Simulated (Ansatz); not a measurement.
# C: a scan of SCF settings, part 1 of 2

Wanted: the cost and the effect of other mixers, smearings and limits on one cell of C. C is taken in its experimental structure (space group Fd-3m), 2 atoms in the cell. Source: COD entry 9012300; the sample's temperature and pressure aren't taken into account.

Program: Ansatz 0.2.0. Level of theory: DFT PBE, PAW, plane waves, scalar-relativistic. These are calculated values, not measurements.

### Step 1. The system as given

The structure is cubic, space group Fd-3m (No. 227). Conventional cell: a = 3.567 Å, b = 3.567 Å, c = 3.567 Å, α = 90.00°, β = 90.00°, γ = 90.00°. Around C (site symmetry -43m) lie 4 C at 1.54 Å.

Structure file:

```
C
1.0
     0.00000    1.78340    1.78340
     1.78340    0.00000    1.78340
     1.78340    1.78340    0.00000
C
2
Direct
  0.50000 0.50000 0.50000
  0.75000 0.75000 0.75000
```

Atoms are counted from 1 in the order of input.yaml (C2 and so on).

Changes shown after the default run: Broyden, β 0.3, preconditioner Kerker scaled by the density of states; linear mixing, β 0.2, no preconditioner; Anderson, β 0.5, backtracking line search; Fermi–Dirac smearing, width 0.5 eV; Anderson, β 1.0, backtracking line search; direct minimisation; k-point mesh 7x7x7; MSR1 mixing, preconditioner LDOS; 2 bands beyond the filled ones; Broyden, β 0.3, preconditioner local Kerker.

The search for lower states is off throughout, and inputs that name a mixer don't switch to direct minimisation unless they say so. Spin polarisation is off.

### Step 2. Default SCF settings

Contents of input.yaml:

```yaml
crystal:
  lattice:
    - [0.0, 1.7834, 1.7834]
    - [1.7834, 0.0, 1.7834]
    - [1.7834, 1.7834, 0.0]
  atoms:
    - { symbol: C, position: [0.5, 0.5, 0.5] }
    - { symbol: C, position: [0.75, 0.75, 0.75] }
hamiltonian:
  xc: pbe
  pseudopotentials: { kind: paw }
basis:
  ecutwfc: 420
kpoints:
  mp_grid: { grid: [14, 14, 14] }
scf:
  occupations: { method: fermi_dirac, width: 0.1 }
  lower_state_search: "off"
output:
  forces: true
  stress: true
```

Started as:

```sh
$ ansatz run input.yaml --threads 2 --pin off --max-ram 5120MiB --backend cpu --events-out ev --progress --plain --runs-dir out
```

Standard output:

```text
Engine: ansatz 0.2.0, x86_64-unknown-linux-gnu
Pseudopotentials: kind: paw
Pseudopotential: C, paw, valence charge 4, recommended cutoff 420 eV (normal), C.paw.azcp
Functional definition: PBE
  parameter kappa = 0.804
  parameter beta = 0.06672455060314922
  exchange = pbe_x(kappa = kappa, mu = beta*pi^2/3)
  correlation = pbe_c(beta = beta)
Crystal: 2 atoms, lattice volume = 11.344 Å³
Basis set: ecut = 420 eV, 229 PW (Γ), exchange–correlation on 36×36×36 points (8 copies of the dense FFT grid, shifted against one another)
Bands: 8, of which v1, the nominal top of the filled ones, is band 4 counted from 1 (3 counted from 0)
Symmetry: 48 space group operations
Space group: Fd-3m (ITA 227), of the structure as read, at distance tolerance 2.2e-5 Å
k-points: 104 of 2744
Non-local potential: C, projectors of the file, l = 0: 2, l = 1: 2, l = 2: 1
PAW form: soft (Blöchl's): semilocal exchange-correlation on the pseudo side does not see the compensation charge
PAW one-centre angular grid: C, 110 points (default); XC on 64 Gauss nodes
Initial density: superposition of atomic densities (neutral atoms: chi_scale 0, normalization atom), corrected by the library's trained network
Initial wavefunctions: pseudopotential atomic-orbital guess
Functional: x = pbe(κ = 0.804, μ = 0.2195149727645171), c = pbe(β = 0.06672455060314922)
SCF iter   1: F=—  HF=-501.615304 eV  |F-HF|=—  |Δ(HF+E_count)|=         —  Δρ=1.76e-3  dr2=9.08e-5  ethr=1.77e-3  ⟨swp⟩=4.6  Hψ=5355  notcnv=0
preconditioner: auto → none  [insulator: Δε(μ)=4.145 eV  Ē_g=19.631 eV  σ=0.100 eV  W_gap=1.00  n_scr=0 (ndim 8)  ℏωp=31.2 eV  f_vac=0.000  D(μ)=0.00/eV (n_scr^D=0)  ε∞_Penn≈3.5]
SCF iter   2: F=—  HF=-501.615414 eV  |F-HF|=—  |Δ(HF+E_count)|=   1.11e-4  Δρ=9.06e-4  dr2=2.53e-5  ethr=1.14e-6  ⟨swp⟩=2.0  Hψ=2040  notcnv=0
SCF iter   3: F=—  HF=-501.615467 eV  |F-HF|=—  |Δ(HF+E_count)|=   5.23e-5  Δρ=1.42e-4  dr2=1.49e-6  ethr=3.17e-7  ⟨swp⟩=2.1  Hψ=1232  notcnv=0
SCF iter   4: F=—  HF=-501.615466 eV  |F-HF|=—  |Δ(HF+E_count)|=   4.90e-7  Δρ=6.42e-5  dr2=2.69e-7  ethr=1.86e-8  ⟨swp⟩=1.1  Hψ=859  notcnv=0
iter 5 did not close the SCF: its close was put off for the readings that it lacked (scf_convergence_deferred on its scf_iter line)
SCF iter   5: F=-501.615466 eV  HF=-501.615466 eV  |F-HF|=1.51e-10  |Δ(HF+E_count)|=   3.98e-8  Δρ=4.98e-6  dr2=1.22e-9  ethr=3.37e-9  ⟨swp⟩=2.5  Hψ=1242  notcnv=0
SCF iter   6: F=-501.615466 eV  HF=-501.615466 eV  |F-HF|=7.28e-12  |Δ(HF+E_count)|=  3.66e-11  Δρ=5.94e-7  dr2=1.27e-11  ethr=1.52e-11  ⟨swp⟩=1.2  Hψ=2507  notcnv=0
SCF 1 converged in 6 iterations: F = -501.615466 eV  dr2 = 1.27e-11
SCF converged after 6 iterations
Free energy (F): -501.615466 eV
Harris-Foulkes:  -501.615466 eV  (|F-HF|=7.28e-12)
Internal energy: -501.615466 eV  (E = F + TS)
E sigma→0 (E₀):  -501.615466 eV
Fermi energy:    15.355749 eV
--- Per-component energies (eV) ---
  E_band       = 34.701694
  E_kinetic    = 184.532611
  E_local      = -122.403312  (includes V_loc(G=0)·N_el)
  E_nonlocal   = 53.315322
  E_hartree    = 26.769099
  E_xc         = -97.430640
  E_vxc        = -120.956111  (∫ρ·V_xc dr)
  E_paw        = -198.443053  (= ΣΔE_a)
  E_vpaw       = -13.325012  (= ΣTr[D̂ρ^β])
  E_aug_tail   = 0.000018  (compensation charges beyond the density's cutoff)
  E_ewald      = -347.955510
  E_smearing   = -0.000000  (= −TS)
  E_closure    = 0.000000  (closes the sum)
  Σ components = -501.615466   (vs F -501.615466, Δ=0.00e0)
--- Forces (eV/Å), atoms counted from 1 ---
  atom   1  C      0.00000000    -0.00000000    -0.00000000
  atom   2  C     -0.00000000     0.00000000     0.00000000
  max |Σ_I F_I| component: 3.70e-17 eV/Å
--- Stress (GPa, compression-positive) ---
        1.753115      -0.000000      -0.000000
       -0.000000       1.753115       0.000000
        0.000000      -0.000000       1.753115
  P = ⅓ Tr σ = 1.7531 GPa (17.531 kbar)
```

Wall time 0.79 s (2 threads of Intel Xeon Platinum 8175M at 2.50GHz (Skylake/Cascade Lake), shared host); peak memory 0.32 GiB.

With the default settings (MSR1 mixing, preconditioner none) the run converges in 6 iterations, with a gap of 4.14 eV on the k-mesh.

### Step 3. Broyden, β 0.3, preconditioner Kerker scaled by the density of states

input.yaml: that of step 2 with these lines changed.

```diff
@@ -18,2 +18,5 @@
   lower_state_search: "off"
+  algorithm: density_mixing
+  max_iter: 60
+  mixing: { algorithm: broyden, beta: 0.3, preconditioner: kerker_dos }
 output:
```

Started as:

```sh
$ ansatz run input.yaml --threads 2 --pin off --max-ram 5120MiB --backend cpu --events-out ev --progress --plain --runs-dir out
```

Standard output, shortened:

```text
[... 20 lines as in an earlier run ...]
SCF iter   1: F=—  HF=-501.615304 eV  |F-HF|=—  |Δ(HF+E_count)|=         —  Δρ=1.76e-3  dr2=9.08e-5  ethr=1.77e-3  ⟨swp⟩=4.6  Hψ=5355  notcnv=0
[...]
SCF iter   5: F=-501.615466 eV  HF=-501.615466 eV  |F-HF|=8.02e-9  |Δ(HF+E_count)|=   5.25e-7  Δρ=6.89e-6  dr2=9.79e-10  ethr=1.25e-9  ⟨swp⟩=2.4  Hψ=2939  notcnv=0
[...]
SCF converged after 5 iterations
Stability not checked: this state was not tested for a lower state beside it, because the mixer in use, unlike msr1, does not test its closes by its own steps (another_mixer; see scf.mixing.algorithm and scf.lower_state_search)
Free energy (F): -501.615466 eV
[...]
E sigma→0 (E₀):  -501.615466 eV
Fermi energy:    15.355772 eV
[... 24 lines left out: energy terms, forces, stress ...]
```

Wall time 0.73 s (2 threads of Intel Xeon Platinum 8175M at 2.50GHz (Skylake/Cascade Lake), shared host); peak memory 0.31 GiB.

Compared with step 2: the same free energy; 5 iterations in place of 6.

### Step 4. Linear mixing, β 0.2, no preconditioner

input.yaml: that of step 3 with these lines changed.

```diff
@@ -20,3 +20,3 @@
   max_iter: 60
-  mixing: { algorithm: broyden, beta: 0.3, preconditioner: kerker_dos }
+  mixing: { algorithm: anderson, ndim: 1, beta: 0.2, preconditioner: none }
 output:
```

Started as:

```sh
$ ansatz run input.yaml --threads 2 --pin off --max-ram 5120MiB --backend cpu --events-out ev --progress --plain --runs-dir out
```

Standard output, shortened:

```text
[... 20 lines as in an earlier run ...]
SCF iter   1: F=—  HF=-501.615304 eV  |F-HF|=—  |Δ(HF+E_count)|=         —  Δρ=1.76e-3  dr2=9.08e-5  ethr=1.77e-3  ⟨swp⟩=4.6  Hψ=5355  notcnv=0
[...]
SCF iter  16: F=-501.615466 eV  HF=-501.615466 eV  |F-HF|=3.43e-7  |Δ(HF+E_count)|=   1.90e-7  Δρ=6.30e-5  dr2=7.05e-8  ethr=1.25e-9  ⟨swp⟩=3.0  Hψ=2080  notcnv=0
[...]
SCF converged after 16 iterations
[... 1 line as in an earlier run ...]
Free energy (F): -501.615466 eV
[...]
E sigma→0 (E₀):  -501.615466 eV
Fermi energy:    15.355750 eV
[... 24 lines left out: energy terms, forces, stress ...]
```

Run time: 0.97 s. Hardware: 2 threads of Intel Xeon Platinum 8175M at 2.50GHz (Skylake/Cascade Lake), shared host; peak memory 0.31 GiB.

Compared with step 2: the same free energy; 16 iterations in place of 6.

### Step 5. Anderson, β 0.5, backtracking line search

input.yaml: that of step 4 with these lines changed.

```diff
@@ -20,3 +20,3 @@
   max_iter: 60
-  mixing: { algorithm: anderson, ndim: 1, beta: 0.2, preconditioner: none }
+  mixing: { algorithm: anderson, beta: 0.5, globalisation: backtrack }
 output:
```

Started as:

```sh
$ ansatz run input.yaml --threads 2 --pin off --max-ram 5120MiB --backend cpu --events-out ev --progress --plain --runs-dir out
```

Standard output, shortened:

```text
[... 20 lines as in an earlier run ...]
[...]
SCF iter   1: F=—  HF=-501.615275 eV  |F-HF|=—  |Δ(HF+E_count)|=         —  Δρ=1.80e-3  dr2=1.08e-4  ethr=3.40e-7  ⟨swp⟩=2.1  Hψ=7573  notcnv=0
[...]
SCF iter   4: F=-501.615466 eV  HF=-501.615466 eV  |F-HF|=8.05e-9  |Δ(HF+E_count)|=   2.83e-6  Δρ=6.60e-6  dr2=8.37e-10  ethr=3.75e-10  ⟨swp⟩=4.2  Hψ=2515  notcnv=0
[...]
SCF converged after 4 iterations
[... 1 line as in an earlier run ...]
Free energy (F): -501.615466 eV
[...]
E sigma→0 (E₀):  -501.615466 eV
Fermi energy:    15.355772 eV
[... 24 lines left out: energy terms, forces, stress ...]
```

Run time: 0.71 s. Hardware: 2 threads of Intel Xeon Platinum 8175M at 2.50GHz (Skylake/Cascade Lake), shared host; peak memory 0.32 GiB.

It takes 4 iterations (default 6). Against the default run: the same free energy.

### Step 6. Fermi–Dirac smearing, width 0.5 eV

input.yaml: that of step 5 with these lines changed.

```diff
@@ -16,7 +16,5 @@
 scf:
-  occupations: { method: fermi_dirac, width: 0.1 }
+  occupations: { method: fermi_dirac, width: 0.5 }
   lower_state_search: "off"
-  algorithm: density_mixing
   max_iter: 60
-  mixing: { algorithm: anderson, beta: 0.5, globalisation: backtrack }
 output:
```

Started as:

```sh
$ ansatz run input.yaml --threads 2 --pin off --max-ram 5120MiB --backend cpu --events-out ev --progress --plain --runs-dir out
```

Standard output, shortened:

```text
band count auto-derived: 9 (N_el = 8.0; filled up to band 4; 8 by the electrons, moments and atoms)
[... 10 lines as in an earlier run ...]
Bands: 9, of which v1, the nominal top of the filled ones, is band 4 counted from 1 (3 counted from 0)
[... 9 lines as in an earlier run ...]
SCF iter   1: F=—  HF=-501.616305 eV  |F-HF|=—  |Δ(HF+E_count)|=         —  Δρ=1.74e-3  dr2=8.33e-5  ethr=1.77e-3  ⟨swp⟩=5.1  Hψ=5769  notcnv=0
[...]
SCF iter   6: F=-501.616430 eV  HF=-501.616430 eV  |F-HF|=9.83e-12  |Δ(HF+E_count)|=  3.44e-10  Δρ=7.65e-7  dr2=3.67e-11  ethr=2.08e-11  ⟨swp⟩=1.0  Hψ=2733  notcnv=0
[...]
SCF converged after 6 iterations
Free energy (F): -501.616430 eV
[...]
E sigma→0 (E₀):  -501.613104 eV
Entropy (-TS):   -0.006653 eV (-3.327 meV/atom)
Fermi energy:    15.264185 eV
[...]
--- Forces (eV/Å), atoms counted from 1 ---
  atom   1  C      0.00000000    -0.00000000     0.00000000
  atom   2  C      0.00000000    -0.00000000    -0.00000000
[...]
--- Stress (GPa, compression-positive) ---
        1.799574       0.000000       0.000000
       -0.000000       1.799574       0.000000
       -0.000000       0.000000       1.799574
  P = ⅓ Tr σ = 1.7996 GPa (17.996 kbar)
```

Wall time 0.84 s (2 threads of Intel Xeon Platinum 8175M at 2.50GHz (Skylake/Cascade Lake), shared host); peak memory 0.31 GiB.

The count stays at 6. Against the default run: free energy shifted by -0.5 meV/atom, zero-width estimate shifted by +1.2 meV/atom.

(Continued in part 2 of 2.)
